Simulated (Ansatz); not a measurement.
# SiGe (P6_3mc) in Ansatz: further runs

The runs below take SiGe through band structure, relaxation of the atoms, with r2SCAN, PBEsol.

Everything below comes from runs of Ansatz 0.2.0. Logs are shortened: lines on timing, memory, paths and dates and some standing lists are left out, and cuts for length are marked.

### 1 Starting point

Symmetry: P6_3mc, No. 186, hexagonal system. The conventional cell has a = 3.904 Å, b = 3.904 Å, c = 6.451 Å, α = 90.00°, β = 90.00°, γ = 120.00°. Ge (site symmetry 3m) has 4 Si at 2.40 to 2.41 Å as nearest neighbours. Around Si (site symmetry 3m) lie 4 Ge at 2.40 to 2.41 Å.

The cell comes from a database or a generator and needn't be the stable form of this composition.

### 2 Band structure, r2SCAN

input.yaml

```yaml
crystal:
  lattice:
    - [3.9044512986, 0.0, 0.0]
    - [-1.9522256493, 3.3813540124, 0.0]
    - [0.0, 0.0, 6.450783]
  atoms:
    - { symbol: Ge, position: [0.3333333333, 0.6666666667, 0.000392] }
    - { symbol: Ge, position: [0.6666666667, 0.3333333333, 0.500392] }
    - { symbol: Si, position: [0.3333333333, 0.6666666667, 0.374607] }
    - { symbol: Si, position: [0.6666666667, 0.3333333333, 0.874607] }
hamiltonian:
  xc: r2scan
  pseudopotentials: { kind: paw }
kpoints:
  mp_grid: { grid: [8, 8, 4] }
  band_path:
    path:
      - [[0.0, 0.0, 0.0], [0.5, 0.0, 0.0], [0.3333333333, 0.3333333333, 0.0], [0.0, 0.0, 0.0], [0.0, 0.0, 0.5], [0.5, 0.0, 0.5], [0.3333333333, 0.3333333333, 0.5], [0.0, 0.0, 0.5]]
      - [[0.5, 0.0, 0.5], [0.5, 0.0, 0.0]]
      - [[0.3333333333, 0.3333333333, 0.0], [0.3333333333, 0.3333333333, 0.5]]
    npoints: 14
scf:
  occupations: { method: fermi_dirac, width: 0.05 }
  n_extra_bands: 10
output:
  forces: true
  stress: true
  eigenvalues: true
  fatbands: false
```

Potentials or basis: Ansatz PAW.

Command:

```
$ ansatz run input.yaml --threads 2 --pin off --max-ram 5632MiB --backend cpu --events-out ev --progress --plain --runs-dir out
```

Output:

```text
Warning: RAYON_NUM_THREADS=2 ignored (pool sized by the plan → 2); use --threads N
scf.n_extra_bands = 10 over 18 filled bands (N_el = 36.0): the run solves 28 bands
Engine: ansatz 0.2.0, x86_64-unknown-linux-gnu
Pseudopotentials: kind: paw
Pseudopotential: Ge, paw, valence charge 14, recommended cutoff 500 eV (meta_gga), Ge.paw.azcp
Pseudopotential: Si, paw, valence charge 4, recommended cutoff 500 eV (meta_gga), Si.paw.azcp
Functional definition: r2SCAN
  parameter k0 = 0.174
  parameter k1 = 0.065
  parameter a1 = 4.9479
  exchange = r2scan_x(k0 = k0, k1 = k1, a1 = a1)
  correlation = r2scan_c
Crystal: 4 atoms, lattice volume = 85.165 Å³
Basis set: ecut = 500 eV, 2153 PW (Γ), exchange–correlation on 120×120×192 points (64 copies of the dense FFT grid, shifted against one another)
Bands: 28, of which v1, the nominal top of the filled ones, is band 18 counted from 1 (17 counted from 0)
Symmetry: 12 space group operations
Space group: P63mc (ITA 186), of the structure as read, at distance tolerance 4.4e-5 Å
k-points: 30 of 256 (time reversal used)
Non-local potential: Ge, projectors of the file, l = 0: 2, l = 1: 2, l = 2: 3, l = 3: 1
Non-local potential: Si, projectors of the file, l = 0: 2, l = 1: 2, l = 2: 2
PAW form: soft (Blöchl's): semilocal exchange-correlation on the pseudo side does not see the compensation charge
PAW frozen core: Ge, regenerated for the run's functional (the file was generated under x = pbe(κ = 0.804, μ = 0.2195149727645171), c = pbe(β = 0.06672455060314922))
PAW frozen core: Si, regenerated for the run's functional (the file was generated under x = pbe(κ = 0.804, μ = 0.2195149727645171), c = pbe(β = 0.06672455060314922))
PAW one-centre angular grid: Ge, 590 points (default); XC on 160 Gauss nodes
PAW one-centre angular grid: Si, 302 points (default); XC on 160 Gauss nodes
Initial density: superposition of atomic densities (neutral atoms: chi_scale 0, normalization atom), corrected by the library's trained network
Initial wavefunctions: pseudopotential atomic-orbital guess
Functional: x = r2scan, c = r2scan; τ floored in thin density (d = 2e-4 eV/Å³)
SCF iter   1: F=—  HF=-9883.812028 eV  |F-HF|=—  |Δ(HF+E_count)|=         —  Δρ=5.69e-3  dr2=2.55e-2  dr2_τ=1.59e-2  ethr=1.77e-3  ⟨swp⟩=6.2  Hψ=4199  notcnv=0  defer=9
preconditioner: auto → Resta (q_TF=auto, 2.364 Å⁻¹)  ε∞=3.1  [insulator: Δε(μ)=0.648 eV  Ē_g=11.166 eV  σ=0.050 eV  W_gap=1.00  n_scr=22 (ndim 8)  ℏωp=16.1 eV  f_vac=0.013  D(μ)=0.00/eV (n_scr^D=0)  ε∞_Penn≈3.1]
SCF iter   2: F=—  HF=-9883.831531 eV  |F-HF|=—  |Δ(HF+E_count)|=   1.95e-2  Δρ=2.11e-3  dr2=3.23e-3  dr2_τ=4.47e-5  ethr=7.09e-5  ⟨swp⟩=2.1  Hψ=1827  notcnv=0  defer=95
SCF iter   3: F=—  HF=-9883.830855 eV  |F-HF|=—  |Δ(HF+E_count)|=   6.76e-4  Δρ=1.32e-3  dr2=1.07e-3  dr2_τ=9.65e-6  ethr=8.98e-6  ⟨swp⟩=2.0  Hψ=1045  notcnv=0  defer=95
SCF iter   4: F=—  HF=-9883.830769 eV  |F-HF|=—  |Δ(HF+E_count)|=   8.57e-5  Δρ=3.86e-4  dr2=8.94e-5  dr2_τ=4.02e-7  ethr=2.96e-6  ⟨swp⟩=1.7  Hψ=842  notcnv=0  defer=95
SCF iter   5: F=—  HF=-9883.830769 eV  |F-HF|=—  |Δ(HF+E_count)|=   9.42e-7  Δρ=5.41e-5  dr2=1.64e-6  dr2_τ=1.36e-8  ethr=2.48e-7  ⟨swp⟩=2.2  Hψ=956  notcnv=0  defer=95
SCF iter   6: F=-9883.830769 eV  HF=-9883.830769 eV  |F-HF|=9.78e-9  |Δ(HF+E_count)|=   5.16e-7  Δρ=6.52e-6  dr2=4.31e-8  dr2_τ=4.18e-10  ethr=2.78e-10  ⟨swp⟩=8.8  Hψ=4384  notcnv=0
SCF 1 converged in 6 iterations: F = -9883.830769 eV  dr2 = 4.31e-8
NSCF: frozen V_eff on 129 k-points
SCF converged after 6 iterations
Free energy (F): -9883.830769 eV
Harris-Foulkes:  -9883.830769 eV  (|F-HF|=9.78e-9)
Internal energy: -9883.830741 eV  (E = F + TS)
E sigma→0 (E₀):  -9883.830755 eV
Entropy (-TS):   -0.000028 eV (-0.007 meV/atom)
Fermi energy:    7.877360 eV
--- Per-component energies (eV) ---
  E_band       = -322.689484
  E_kinetic    = 303.118217
  E_local      = -5305.154467  (includes V_loc(G=0)·N_el)
  E_nonlocal   = 890.645612
  E_hartree    = 2335.399781
  E_xc         = -241.408873
  E_vxc        = -235.577884  (∫ρ·V_xc dr)
  E_paw        = -5108.038005  (= ΣΔE_a)
  E_vpaw       = -658.031334  (= ΣTr[D̂ρ^β])
  E_aug_tail   = 0.000037  (compensation charges beyond the density's cutoff)
  E_vtau       = 11.512526  (kinetic-family band-sum trace: ∫τ·v_τ [+ j·A + Jᵃ·Aᵃ] dr)
  E_ewald      = -2756.068646
  E_core_change = -2.324397  (= ΣΔE_core)
  E_smearing   = -0.000028  (= −TS)
  E_closure    = 0.000000  (closes the sum)
  Σ components = -9883.830769   (vs F -9883.830769, Δ=0.00e0)
--- Forces (eV/Å), atoms counted from 1 ---
  atom   1  Ge    -0.00000000     0.00000000     0.01605562
  atom   2  Ge     0.00000000    -0.00000000     0.01605562
  atom   3  Si     0.00000000     0.00000000    -0.01604753
  atom   4  Si    -0.00000000    -0.00000000    -0.01604753
  max |Σ_I F_I| component: 1.62e-5 eV/Å
--- Stress (GPa, compression-positive) ---
        0.037431       0.000000       0.000000
       -0.000000       0.037431       0.000000
        0.000000       0.000000       0.022275
  P = ⅓ Tr σ = 0.0324 GPa (0.324 kbar)
--- Band table (eV; the first three rows and the last of 30) ---
  k-point 0: bands = ["-17.5707", "-17.5707", "-17.5670", "-17.5670", "-17.5637", "-17.5637", "-17.5370", "-17.5370", "-17.5328", "-17.5328", "-5.6114", "-3.3576", "-0.1721", "5.9125", "5.9125", "7.2529", "7.5715", "7.5715", "8.3548", "9.5141", "9.8079", "9.8079", "10.5121", "12.1541", "12.1541", "14.5227", "14.5227", "14.8136"]
  k-point 1: bands = ["-17.5707", "-17.5706", "-17.5665", "-17.5665", "-17.5643", "-17.5643", "-17.5364", "-17.5364", "-17.5334", "-17.5334", "-5.4071", "-3.9430", "0.8196", "5.3524", "6.0828", "6.0828", "7.2001", "7.2001", "8.5621", "9.9931", "10.1702", "10.1702", "11.4980", "11.7254", "11.7254", "15.1272", "15.1272", "15.1733"]
  k-point 2: bands = ["-17.5706", "-17.5706", "-17.5654", "-17.5654", "-17.5654", "-17.5654", "-17.5348", "-17.5348", "-17.5348", "-17.5348", "-4.8142", "-4.8142", "2.8849", "2.8849", "6.5598", "6.5598", "6.5598", "6.5598", "9.1578", "9.1578", "10.9120", "10.9120", "10.9120", "10.9120", "14.2030", "14.2030", "15.9562", "15.9562"]
  k-point 29: bands = ["-17.5710", "-17.5710", "-17.5609", "-17.5609", "-17.5597", "-17.5597", "-17.5354", "-17.5354", "-17.5332", "-17.5332", "-2.3622", "-2.3622", "-0.4069", "-0.4069", "3.0992", "3.0992", "5.3146", "5.3146", "9.2464", "9.2464", "11.8326", "11.8326", "12.6352", "12.6352", "15.2577", "15.2577", "15.9299", "15.9299"]
```

It took 12 s on 2 threads of Intel Xeon Platinum 8375C at 2.90GHz (Ice Lake), shared host; peak memory 0.62 GiB.

What came out:

```yaml
Free_energy: -9883.8308 eV
Pressure: 0.0 GPa
Largest_force: 0.016 eV/Å
Band_gap_on_the_k_mesh: 0.66 eV, indirect (least direct gap 0.78 eV)
Band_gap_along_the_path: 0.66 eV, indirect (least direct gap 0.78 eV)
```

Forces on the atoms (eV/Å):
```
Ge   0.000  0.000  0.016
Ge   0.000  0.000  0.016
Si   0.000  0.000 -0.016
Si   0.000  0.000 -0.016
```

Levels at the corners of the path, in eV from the valence-band top:
```csv
point,band 16,band 17,band 18,band 19,band 20,band 21
Γ,-0.32,0.00,0.00,0.78,1.94,2.24
M,-3.32,-3.08,-1.61,0.66,2.34,3.55
K,-3.76,-3.76,-3.51,1.27,5.23,5.23
Γ,-0.32,0.00,0.00,0.78,1.94,2.24
A,-1.01,-1.01,-1.01,1.59,1.59,3.34
L,-2.70,-2.63,-2.63,0.94,0.94,2.11
H,-4.66,-2.21,-2.21,1.69,1.69,4.10
A,-1.01,-1.01,-1.01,1.59,1.59,3.34
L,-2.70,-2.63,-2.63,0.94,0.94,2.11
M,-3.32,-3.08,-1.61,0.66,2.34,3.55
K,-3.76,-3.76,-3.51,1.27,5.23,5.23
H,-4.66,-2.21,-2.21,1.69,1.69,4.10
```

Caveat: the PAW data sets come from PBE, with cores solved anew for the run's functional, which leaves a small shift of forces and pressure. r2SCAN opens gaps a little over a GGA but as a rule still falls short of measured ones.

### 3 Relaxation of the atoms, PBEsol, 19.62 Å³/atom

input.yaml

```yaml
crystal:
  lattice:
    - [3.7482732467, 0.0, 0.0]
    - [-1.8741366233, 3.2460998519, 0.0]
    - [0.0, 0.0, 6.450783]
  atoms:
    - { symbol: Ge, position: [0.3333333333, 0.6666666667, 0.000392] }
    - { symbol: Ge, position: [0.6666666667, 0.3333333333, 0.500392] }
    - { symbol: Si, position: [0.3333333333, 0.6666666667, 0.374607] }
    - { symbol: Si, position: [0.6666666667, 0.3333333333, 0.874607] }
hamiltonian:
  xc: pbesol
  pseudopotentials: { kind: paw }
kpoints:
  mp_grid: { grid: [7, 7, 4] }
scf:
  occupations: { method: fermi_dirac, width: 0.05 }
output:
  forces: true
  stress: true
  eigenvalues: true
relax:
  f_tol: 0.01
  max_steps: 40
```

Potentials or basis: Ansatz PAW.

Command:

```
$ ansatz run input.yaml --threads 2 --pin off --max-ram 5632MiB --backend cpu --events-out ev --progress --plain --runs-dir out
```

It took 3 s on 2 threads of Intel Xeon 6975P-C (Granite Rapids), shared host; peak memory 0.41 GiB.

Results (log left out):

```
Free energy               : -9749.6644 eV
Energy gained by relaxing : 5.9 meV/atom
Ionic steps               : 4
Pressure after relaxing   : 7.5 GPa
Band gap on the k mesh    : 0.33 eV, indirect (least direct gap 1.01 eV)
```

Caveat: odd divisions of the mesh miss points on the zone boundary, where band edges often lie, so the gap on the mesh can be too wide; the PAW data sets come from PBE, with cores solved anew for the run's functional, which leaves a small shift of forces and pressure; the thresholds are loose for stress.

### 4 Relaxation of the atoms, PBEsol, 20.45 Å³/atom

input.yaml, as its differences from that of step 3:

```diff
@@ -2,4 +2,4 @@
   lattice:
-    - [3.7482732467, 0.0, 0.0]
-    - [-1.8741366233, 3.2460998519, 0.0]
+    - [3.8263622726, 0.0, 0.0]
+    - [-1.9131811363, 3.3137269322, 0.0]
     - [0.0, 0.0, 6.450783]
@@ -21,2 +21,6 @@
   eigenvalues: true
+  write_density: true
+  write_potential: true
+  elf: true
+  volumetric_format: npy
 relax:
```

Command:

```
$ ansatz run input.yaml --threads 2 --pin off --max-ram 5632MiB --backend cpu --events-out ev --progress --plain --runs-dir out
```

Run time: 3.5 s. Hardware: 2 threads of Intel Xeon 6975P-C (Granite Rapids), shared host; peak memory 0.42 GiB.

Results (log left out):

| Item | Value |
| --- | --- |
| Free energy | -9749.8101 eV |
| Energy gained by relaxing | 1.3 meV/atom |
| Ionic steps | 4 |
| Pressure after relaxing | 3.3 GPa |
| Band gap on the k mesh | 0.40 eV, indirect (least direct gap 0.70 eV) |

Caveat: odd divisions of the mesh miss points on the zone boundary, where band edges often lie, so the gap on the mesh can be too wide; the PAW data sets come from PBE, with cores solved anew for the run's functional, which leaves a small shift of forces and pressure; the thresholds are loose for stress.
